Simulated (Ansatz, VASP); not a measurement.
# GaAs in VASP and in Ansatz

Contents of INCAR:

```
SYSTEM = GaAs
ALGO = Normal ; EDIFF = 1E-7
ENCUT = 520 ; GGA = PE
ISIF = 2 ; ISMEAR = -1
LASPH = .True. ; LCHARG = .False.
LREAL = .False. ; LWAVE = .False.
NBANDS = 16 ; NELM = 60
PREC = Accurate ; SIGMA = 0.05
```

File KPOINTS:

```
k-points
0
Gamma
  7 7 10
  0 0 0
```

Contents of POSCAR:

```
GaAs
1.0
    3.8848675992      0.0000000000      0.0000000000
    0.0000000000      3.8848675992      0.0000000000
    0.0000000000      0.0000000000      2.7926277555
Ga As
1 1
Direct
    0.5000000000      0.5000000000      0.5000000000
    0.0000000000      0.0000000000      0.5000000000
```

Contents of input.yaml:

```yaml
crystal:
  lattice:
    - [3.8848675992, 0.0, 0.0]
    - [0.0, 3.8848675992, 0.0]
    - [0.0, 0.0, 2.7926277555]
  atoms:
    - { symbol: Ga, position: [0.5, 0.5, 0.5] }
    - { symbol: As, position: [0.0, 0.0, 0.5] }
hamiltonian:
  xc: pbe
  pseudopotentials: { kind: paw }
kpoints:
  mp_grid: { grid: [7, 7, 10] }
scf:
  occupations: { method: fermi_dirac, width: 0.05 }
output:
  forces: true
  stress: true
  eigenvalues: true
```

Change from the starting cell: volume scaled by 1.06.

Alike in both runs: task single point; functional PBE; k mesh 7 × 7 × 10; occupations fermi-dirac, width 0.05 eV; no spin polarisation.

|  | VASP | Ansatz |
| --- | --- | --- |
| version | VASP 6.6.1 | Ansatz 0.2.0 |
| potentials or method | VASP PAW PBE potentials, release 64 (Ga_d, As) | Ansatz PAW |
| plane-wave cutoff (eV) | 520 | 420 |
| valence electrons in the cell | 18 | 28 |

Ansatz gave:

- gap on the k mesh at the Fermi level (eV): none
- pressure (GPa): -3.2
- largest component of the traceless stress (GPa): 2.51

What did VASP give for the same quantities?

gap on the k mesh at the Fermi level (eV): none; pressure (GPa): -3.1; largest component of the traceless stress (GPa): 2.55.

A gap of «none» marks a metal or a gap that the smearing closes. The two sets of potentials don't hold the same shells in valence.
